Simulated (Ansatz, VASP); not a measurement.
# Two plane-wave programs on KCl (Sylvite)

The input INCAR:

```
ALGO = Normal
EDIFF = 1E-6
ENCUT = 900
GGA = PS
ISIF = 2
ISMEAR = 0
IVDW = 13
LASPH = True
LCHARG = True
LELF = True
LREAL = False
LVHAR = True
LWAVE = False
NBANDS = 15
NELM = 80
PREC = Accurate
SIGMA = 0.05
```

KPOINTS

```
k-points
0
Gamma
  7 7 7
```

POSCAR

```
KCl
1.0
    0.0000000000      3.1464700000      3.1464700000
    3.1464700000      0.0000000000      3.1464700000
    3.1464700000      3.1464700000      0.0000000000
K Cl
1 1
Direct
    0.0107760000     -0.0160820000      0.0119060000
    0.5069750000      0.5040330000      0.5052710000
```

input.yaml

```yaml
crystal:
  lattice:
    - [0.0, 3.14647, 3.14647]
    - [3.14647, 0.0, 3.14647]
    - [3.14647, 3.14647, 0.0]
  atoms:
    - { symbol: K, position: [0.010776, -0.016082, 0.011906] }
    - { symbol: Cl, position: [0.506975, 0.504033, 0.505271] }
hamiltonian:
  xc: pbesol
  pseudopotentials: { kind: paw }
  dispersion: d4
kpoints:
  mp_grid: { grid: [7, 7, 7] }
scf:
  occupations: { method: gaussian, width: 0.05 }
output:
  forces: true
  stress: true
  eigenvalues: true
```

Change from the starting cell: atoms moved at random, drawn with an rms of 0.1 Å.

Alike in both runs: task single point; functional PBEsol; dispersion D4; k mesh 7 × 7 × 7; occupations gaussian, width 0.05 eV; no spin polarisation.

|  | VASP | Ansatz |
| --- | --- | --- |
| version | VASP 6.6.1 | Ansatz 0.2.0 |
| potentials or method | VASP PAW PBE potentials, release 64 (K_sv, Cl_h) | Ansatz PAW |
| plane-wave cutoff (eV) | 900 | 420 |
| valence electrons in the cell | 16 | 16 |

```tsv
	VASP	Ansatz	Ansatz less VASP
gap on the k mesh at the Fermi level (eV)	5.03	5.03	+0.003
least direct gap on the mesh (eV)	5.03	5.03	+0.003
pressure (GPa)	-0.7	-0.7	-0.06
rms of the force components (eV/Å)	0.051	0.050	-0.0012
dispersion energy (meV/atom)	-64.3	-64.4	-0.08
```

Atom by atom the forces differ by 0.001 eV/Å (rms over components). With one functional, cell and mesh, what is left measures potentials, basis and numerics.

Caveats: the PAW data sets were made with another functional, which shifts forces and pressure a little (VASP); an odd mesh through Γ misses points on the zone boundary, where band edges often lie (VASP); odd divisions of the mesh miss points on the zone boundary, where band edges often lie, so the gap on the mesh can be too wide (Ansatz); the PAW data sets come from PBE, with cores solved anew for the run's functional, which leaves a small shift of forces and pressure (Ansatz).
